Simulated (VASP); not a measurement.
# AgCl (Fmm2) in VASP: notebook

Runs on AgCl. Level: PBE. Tasks: single point.

Everything below comes from runs of VASP 6.6.1. Logs are shortened: lines on timing, memory, paths and dates and some standing lists are left out, and cuts for length are marked.

## Step 1: The cell of the first run

It takes space group Fmm2 (No. 42, orthorhombic). Conventional cell: a = 5.612 Å, b = 5.687 Å, c = 5.687 Å, α = 90.00°, β = 90.00°, γ = 90.00°. Ag (site symmetry mm2) is surrounded by 1 Cl at 2.16 Å. Cl (site symmetry mm2) has 1 Ag at 2.16 Å as nearest neighbours.

## Step 2: Single point, PBE (mode 4 frozen in at -0.511 Å, equal normal strain along x and y +0.0133)

INCAR

```
SYSTEM = AgCl
  PREC = Accurate
  ENCUT = 520
  EDIFF = 1E-7
  ISMEAR = 0
  SIGMA = 0.05
  LREAL = .FALSE.
  LASPH = .TRUE.
  NELM = 60
  ALGO = Normal
  ISIF = 2
  LWAVE = .FALSE.
  LCHARG = .TRUE.
  GGA = PE
  LELF = .TRUE.
  LVHAR = .TRUE.
  NBANDS = 16
```

KPOINTS

```
regular mesh
0
G
  8 8 8
  0 0 0
```

POSCAR

```
AgCl
1.0
    0.0000000000      2.8433429547      2.8060228508
    2.8433429547      0.0000000000      2.8060228508
    2.8433429547      2.8433429547      0.0000000000
Ag Cl
1 1
Direct
    0.4700640907      0.5299359093      0.5299359093
    0.0910897785     -0.0910897785     -0.0910897785
```

Potentials or basis: VASP PAW PBE potentials, release 64 (Ag, Cl).

Run with:

```
> cat potpaw_PBE.64/Ag/POTCAR potpaw_PBE.64/Cl/POTCAR > POTCAR
> mpirun -np 1 vasp_std > vasp.out
```

OUTCAR:

```text
SYSTEM = AgCl
   PREC = Accurate
   ENCUT = 520
   EDIFF = 1E-7
   ISMEAR = 0
   LREAL = .FALSE.
   LASPH = .TRUE.
   NELM = 60
   ISIF = 2
   GGA = PE

 ion  position               nearest neighbor table
   1  0.470  0.530  0.530-   2 2.16   2 2.89   2 2.89   2 2.93   2 2.93
   2  0.091  0.909  0.909-   1 2.16   1 2.89   1 2.89   1 2.93   1 2.93

  LATTYP: Found a body centered tetragonal cell.
 ALAT       =     4.0210941690
 C/A-ratio  =     1.3956513988

  Lattice vectors:

 A1 = (   0.0000000000,  -2.8433429547,  -2.8060228508)
 A2 = (   0.0000000000,   2.8433429547,  -2.8060228508)
 A3 = (   2.8433429547,   0.0000000000,   2.8060228508)

Analysis of symmetry for initial positions (statically):
=====================================================================
 Subroutine PRICEL returns:
 Original cell was already a primitive cell.

 Routine SETGRP: Setting up the symmetry group for a
 body centered tetragonal supercell.

 Subroutine GETGRP returns: Found  4 space group operations
 (whereof  4 operations were pure point group operations)
 out of a pool of 16 trial point group operations.

The static configuration has the point symmetry C_2v.

Analysis of symmetry for dynamics (positions and initial velocities):
=====================================================================
 Subroutine PRICEL returns:
 Original cell was already a primitive cell.

 Routine SETGRP: Setting up the symmetry group for a
 body centered tetragonal supercell.

 Subroutine GETGRP returns: Found  4 space group operations
 (whereof  4 operations were pure point group operations)
 out of a pool of 16 trial point group operations.

The dynamic configuration has the point symmetry C_2v.

 Subroutine INISYM returns: Found  4 space group operations
 (whereof  4 operations are pure point group operations),
 and found     1 'primitive' translations

----------------------------------------------------------------------------------------

                                     Primitive cell

  volume of cell :      45.3711

  direct lattice vectors                    reciprocal lattice vectors
     0.000000000  2.843342955  2.806022851    -0.175849346  0.175849346  0.178188143
     2.843342955  0.000000000  2.806022851     0.175849346 -0.175849346  0.178188143
     2.843342955  2.843342955  0.000000000     0.175849346  0.175849346 -0.178188143

  length of vectors
     3.994792034  3.994792034  4.021094169     0.305936267  0.305936267  0.305936267

  position of ions in fractional coordinates (direct lattice)
     0.470064091  0.529935909  0.529935909
     0.091089778  0.908910222  0.908910222

  ion indices of the primitive-cell ions
   primitive index   ion index
                 1           1
                 2           2

----------------------------------------------------------------------------------------

 KPOINTS: regular mesh

Automatic generation of k-mesh.
 Grid dimensions read from file:
 generate k-points for:    8    8    8

 Generating k-lattice:

  Cartesian coordinates                     Fractional coordinates (reciprocal lattice)
    -0.021981168  0.021981168  0.022273518     0.125000000  0.000000000  0.000000000
     0.021981168 -0.021981168  0.022273518     0.000000000  0.125000000  0.000000000
     0.021981168  0.021981168 -0.022273518     0.000000000  0.000000000  0.125000000

  Length of vectors
     0.038242033  0.038242033  0.038242033

  Shift w.r.t. Gamma in fractional coordinates (k-lattice)
     0.000000000  0.000000000  0.000000000

 Subroutine IBZKPT returns following result:
 ===========================================

 Found     95 irreducible k-points:

 Following reciprocal coordinates:
            Coordinates               Weight
  0.000000  0.000000  0.000000      1.000000
  0.125000  0.000000  0.000000      8.000000
  0.250000  0.000000  0.000000      8.000000
  0.375000  0.000000  0.000000      8.000000
  0.500000  0.000000  0.000000      4.000000
  0.125000  0.125000  0.000000      2.000000
[... 16 lines left out ...]
  0.000000 -0.125000 -0.125000      2.000000
  0.250000  0.000000  0.125000      8.000000
 [... further k-points ...]
   k-points           NKPTS =     95   k-points in BZ     NKDIM =     95   number of bands    NBANDS=     16
   number of dos      NEDOS =    301   number of ions     NIONS =      2
   total plane-waves  NPLWV =  27000
   dimension x,y,z NGX =    30 NGY =   30 NGZ =   30
   dimension x,y,z NGXF=    60 NGYF=   60 NGZF=   60
   ions per type =               1   1
   NGX,Y,Z   is equivalent  to a cutoff of  12.48, 12.48, 12.40 a.u.
   NGXF,Y,Z  is equivalent  to a cutoff of  24.97, 24.97, 24.81 a.u.
 SYSTEM =  AgCl
   PREC   = accura    normal or accurate (medium, high low for compatibility)
   ISTART =      0    job   : 0-new  1-cont  2-samecut
   ICHARG =      2    charge: 1-file 2-atom 10-const
   ISPIN  =      1    spin polarized calculation?
   LNONCOLLINEAR =      F non collinear calculations
   LSORBIT =      F    spin-orbit coupling
   LASPH  =      T    aspherical Exc in radial PAW
   ENCUT  =  520.0 eV  38.22 Ry    6.18 a.u.   7.43  7.43  7.48*2*pi/ulx,y,z
   NELM   =     60;   NELMIN=  2; NELMDL= -5     # of ELM steps
   EDIFF  = 0.1E-06   stopping-criterion for ELM
   LREAL  =      F    real-space projection
   EDIFFG = 0.1E-05   stopping-criterion for IOM
   NSW    =      0    number of steps for IOM
   IBRION =     -1    ionic relax: 0-MD 1-quasi-New 2-CG
   NFREE  =      0    steps in history (QN), initial steepest desc. (CG)
   ISIF   =      2    stress and relaxation
   ISYM   =      2    0-nonsym 1-usesym 2-fastsym
   POTIM  = 0.5000    time-step for ionic-motion
   TEBEG  =    0.0;   TEEND  =   0.0 temperature during run
   PSTRESS=    0.0 pullay stress
   NELECT =      18.0000    total number of electrons
   NUPDOWN=      -1.0000    fix difference up-down
   EMIN   =  10.00;   EMAX   =-10.00  energy-range for DOS
   EFERMI =   0.00;   METHOD = LEGACY
   ISMEAR =     0;   SIGMA  =   0.05  broadening in eV -4-tet -1-fermi 0-gaus
   EFERMI_NEDOS =   21; number of points for ismear=-14 and -15
   IALGO  =     38    algorithm
   IMIX   =      4    mixing-type and parameters
     AMIX     =   0.40;   BMIX     =  1.00
     AMIX_MAG =   1.60;   BMIX_MAG =  1.00
  volume/ion in A,a.u.               =      22.69       153.09
  Fermi-wavevector in a.u.,A,eV,Ry     =   1.202927  2.273202 19.688069  1.447032
  Thomas-Fermi vector in A             =   2.338694
   LORBIT       =      0    0 simple, 1 ext, 2 COOP (PROOUT), +10 PAW based schemes
   GGA     = PE    functional components
   LHFCALC =     F    Hartree Fock is set to
   AEXX    =    0.0000 exact exchange contribution
   IVDW    =     0    specifies the selected vdW correction
   LEPSILON=     F    determine dielectric tensor
   LRPA    =     F    only Hartree local field effects (RPA)
 non-spin polarized calculation
 Gauss-broadening in eV      SIGMA  =   0.05
  energy-cutoff  :      520.00
  volume of cell :       45.37
 maximum number of plane-waves:      1246
 NGX is ok and might be reduce to    30
   NGX = 15   NGY = 15   NGZ = 15

 number of electron      18.0000001 magnetization

 Free energy of the ion-electron system (eV)
  ---------------------------------------------------
  ext. energy  EPLUGINS =         0.00000000
  ---------------------------------------------------
  free energy    TOTEN  =        -4.82284907 eV

  energy without entropy =       -4.82284907  energy(sigma->0) =       -4.82284907

 E-fermi :   3.3814     XC(G=0):  -9.5608

 val. band max:        3.1149144207   @ k =   0.1250   0.1250   0.0000
 cond. band min:       4.3978470094   @ k =   0.0000   0.0000   0.0000
 fundamental gap:      1.2829325888
 Fermi energy:         3.3813827129

 k-point     1 :       0.0000    0.0000    0.0000
  band No.  band energies     occupation
      1     -12.0076      2.00000
      2      -1.6030      2.00000
      3      -0.6232      2.00000
      4      -0.5596      2.00000
      5       0.7615      2.00000
      6       0.8128      2.00000
[... 8 lines left out ...]
     15      16.4831      0.00000
     16      16.5729      0.00000

 k-point     2 :       0.1250    0.0000    0.0000
  band No.  band energies     occupation
      1     -11.9637      2.00000
      2      -1.6648      2.00000
      3      -0.6765      2.00000
      4      -0.5933      2.00000
      5       0.7662      2.00000
      6       0.7693      2.00000
[... 8 lines left out ...]
     15      15.6404      0.00000
     16      16.4198      0.00000

 k-point     3 :       0.2500    0.0000    0.0000
  band No.  band energies     occupation
      1     -11.8548      2.00000
      2      -1.8193      2.00000
      3      -0.8970      2.00000
      4      -0.6621      2.00000
      5       0.7478      2.00000
      6       0.7796      2.00000
[... 8 lines left out ...]
     15      15.6576      0.00000
     16      15.9573      0.00000

 k-point     4 :       0.3750    0.0000    0.0000
  band No.  band energies     occupation
      1     -11.7415      2.00000
      2      -1.9841      2.00000
      3      -1.1761      2.00000
      4      -0.7523      2.00000
      5       0.8185      2.00000
      6       0.8226      2.00000
[... 8 lines left out ...]
     15      16.3685      0.00000
     16      16.6509      0.00000
[... 324 lines left out ...]
 k-point    22 :       0.1250    0.0000    0.1250
  band No.  band energies     occupation
      1     -11.9527      2.00000
      2      -1.5982      2.00000
      3      -0.7145      2.00000
      4      -0.6609      2.00000
      5       0.7063      2.00000
      6       0.7980      2.00000
[... 8 lines left out ...]
     15      15.6113      0.00000
     16      17.6375      0.00000

 k-point    23 :       0.0000   -0.1250   -0.1250
  band No.  band energies     occupation
      1     -11.9477      2.00000
      2      -1.8074      2.00000
      3      -0.5875      2.00000
      4      -0.5293      2.00000
      5       0.7182      2.00000
      6       0.8393      2.00000
[... 8 lines left out ...]
     15      16.6508      0.00000
     16      17.6029      0.00000

 k-point    24 :       0.2500    0.0000    0.1250
  band No.  band energies     occupation
      1     -11.8697      2.00000
      2      -1.6558      2.00000
      3      -0.8809      2.00000
      4      -0.7425      2.00000
      5       0.6794      2.00000
      6       0.8194      2.00000
[... 8 lines left out ...]
     15      15.9166      0.00000
     16      17.0892      0.00000

 [... further k-points ...]
[... 5 lines left out ...]
  --------------------------------------------------------------------------------------
  -------------------------------------------------------------------------------------
  Total        7.4874662     -0.1103406     -0.0740451      0.0000000      0.0000000      0.0000000
  in kB      264.4026256     -3.8964234     -2.6147339      0.0000000      0.0000000      0.0000000
  external PRESSURE =      85.9638227 kB  Pullay stress =       0.0000000 kB

 VOLUME and BASIS-vectors are now :
 -----------------------------------------------------------------------------
  energy-cutoff  :      520.00
  volume of cell :       45.37
      direct lattice vectors                 reciprocal lattice vectors
     0.000000000  2.843342955  2.806022851    -0.175849346  0.175849346  0.178188143
     2.843342955  0.000000000  2.806022851     0.175849346 -0.175849346  0.178188143
     2.843342955  2.843342955  0.000000000     0.175849346  0.175849346 -0.178188143

 POSITION                                       TOTAL-FORCE (eV/Angst)
 -----------------------------------------------------------------------------------
      3.01358      2.84334      2.80602        -3.318780      0.000000      0.000000
      5.16869      2.84334      2.80602         3.318780      0.000000      0.000000
 -----------------------------------------------------------------------------------
    total drift:                               -0.000413     -0.000000     -0.000000

  FREE ENERGIE OF THE ION-ELECTRON SYSTEM (eV)
  ---------------------------------------------------
  free  energy   TOTEN  =        -4.8228490711 eV

  energy  without entropy=       -4.8228490711  energy(sigma->0) =       -4.82284907
```

Run time: 38 s. Hardware: 1 thread of Intel Xeon Platinum 8488C (Sapphire Rapids), shared host; peak memory 0.21 GiB.

What came out:

```yaml
Free_energy: -4.8228 eV
Pressure: 8.6 GPa
Largest_force: 3.319 eV/Å
Band_gap_on_the_k_mesh: 1.28 eV, indirect (least direct gap 1.52 eV)
```

Forces on the atoms (eV/Å):
```
Ag  -3.319  0.000  0.000
Cl   3.319  0.000  0.000
```

Stress tensor (GPa, compression positive):
```
26.44  0.00  0.00
 0.00 -0.39  0.00
 0.00  0.00 -0.26
```

Caveat: forces of over 1 eV/Å show positions far from the minimum, so gaps and moduli don't describe the material at rest. A k mesh can miss the band edges.

## Step 3: Single point, PBE (mode 4 frozen in at -0.511 Å, equal normal strain along x and y -0.0400)

INCAR

```
ALGO     = Fast           # electronic algorithm
EDIFF    = 1E-7           # SCF threshold, eV
ENCUT    = 520            # plane-wave cutoff, eV
GGA      = PE             # functional
ISIF     = 2              # what is computed and relaxed
ISMEAR   = 0              # smearing method
LASPH    = T              # aspherical terms in the spheres
LCHARG   = T              # write CHGCAR
LELF     = T              # ELF
LREAL    = F              # projectors in reciprocal space
LVHAR    = T            
LWAVE    = F              # write WAVECAR
NBANDS   = 16             # bands
NELM     = 60             # most SCF steps
PREC     = Accurate       # precision mode
SIGMA    = 0.05           # smearing width, eV
```

KPOINTS

```
k-points
0
Gamma
  8 8 8
```

POSCAR

```
AgCl
1.0
    0.0000000000      2.6937819368      2.8060228508
    2.6937819368      0.0000000000      2.8060228508
    2.6937819368      2.6937819368      0.0000000000
Ag Cl
1 1
Direct
    0.4700640907      0.5299359093      0.5299359093
    0.0910897785     -0.0910897785     -0.0910897785
```

Potentials or basis: VASP PAW PBE potentials, release 64 (Ag, Cl).

Run with:

```
> cat potpaw_PBE.64/Ag/POTCAR potpaw_PBE.64/Cl/POTCAR > POTCAR
> mpirun -np 1 vasp_std > vasp.out
```

It took 39 s on 1 thread of Intel Xeon Platinum 8488C (Sapphire Rapids), shared host; peak memory 0.2 GiB.

Results (log left out):

| Quantity | Value |
| --- | --- |
| Free energy | -4.2472 eV |
| Pressure | 19.9 GPa |
| Largest force | 5.884 eV/Å |
| Band gap on the k mesh | 1.32 eV, indirect (least direct gap 1.68 eV) |

Forces in eV/Å, atoms in the order of the input:
```
Ag  -5.884  0.000  0.000
Cl   5.884  0.000  0.000
```

Stress tensor (GPa, compression positive):
```
51.54  0.00  0.00
 0.00  4.77  0.00
 0.00  0.00  3.27
```

Levels at points of the mesh, in eV from the valence-band top:
```tsv
k point	band 7	band 8	band 9	band 10	band 11	band 12
(0.00, 0.00, 0.00)	-1.02	-0.91	-0.35	1.32	9.64	9.76
(0.50, 0.00, 0.00)	-2.05	-0.51	-0.17	4.67	6.41	7.78
(0.50, 0.50, 0.00)	-2.34	-1.22	-1.05	2.61	6.86	8.51
(0.50, 0.00, 0.50)	-2.32	-1.30	-1.30	2.58	6.60	8.92
(0.00, 0.50, 0.50)	-2.51	-2.44	-2.26	2.69	7.82	10.32
```

Caveat: so large a pressure means that the cell lies far from this level's equilibrium, or that cutoff or potentials fall short; forces of over 1 eV/Å show positions far from the minimum, so gaps and moduli don't describe the material at rest. A k mesh can miss the band edges.

(Part 1 of 2 ends here.)
